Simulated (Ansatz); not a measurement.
## Li under strains and displacements

All numbers below come from Ansatz, DFT PBE, scalar-relativistic, plane waves, PAW.

Cutoff 420 eV; k points 15×15×4 on the computed 4-atom cell (Γ-centred); Gaussian smearing, width 0.10 eV; no spin polarisation.

Reference cell:

```
CELL_PARAMETERS angstrom
3.03439 0.00000 0.00000
-1.51719 2.62786 0.00000
0.00000 0.00000 10.21621
ATOMIC_POSITIONS crystal
Li 0.00000 0.00000 0.00000
Li 0.33333 0.66667 0.25000
Li 0.00000 0.00000 0.50000
Li 0.66667 0.33333 0.75000
```

Each variant moves atoms of this cell by the vectors given, if any (Å), and then applies a symmetric strain (tensor components, Cartesian axes). The reference cell isn't relaxed at this level. Energies are per atom at zero smearing, counted from the lowest variant. Pressure is positive in compression.

1. strain (xx yy zz yz xz xy, %) 5.42 5.42 3.92 0.00 0.00 0.00
2. strain (xx yy zz yz xz xy, %) -0.21 -0.21 -3.21 0.00 0.00 0.00
3. strain (xx yy zz yz xz xy, %) -2.77 -2.77 0.22 0.00 0.00 0.00
4. strain (xx yy zz yz xz xy, %) 4.31 4.31 -1.69 0.00 0.00 0.00
5. strain (xx yy zz yz xz xy, %) -0.85 -0.85 0.65 0.00 0.00 0.00
6. strain (xx yy zz yz xz xy, %) 2.17 2.17 -0.83 0.00 0.00 0.00
7. strain (xx yy zz yz xz xy, %) 3.33 3.33 6.33 0.00 0.00 0.00
8. no strain; moves: Li2 (-0.038, -0.196, 0.103)

```csv
variant,ΔE (meV/atom),P (GPa),largest force (eV/Å),space group
1,18.1,-1.63,0.00,P6_3/mmc
2,0.0,0.43,0.00,P6_3/mmc
3,4.3,0.69,0.00,P6_3/mmc
4,4.8,-0.91,0.00,P6_3/mmc
5,1.1,0.04,0.00,P6_3/mmc
6,0.7,-0.54,0.00,P6_3/mmc
7,17.2,-1.48,0.00,P6_3/mmc
8,2.6,-0.08,0.14,P1
```

This form isn't the element's structure at ambient conditions.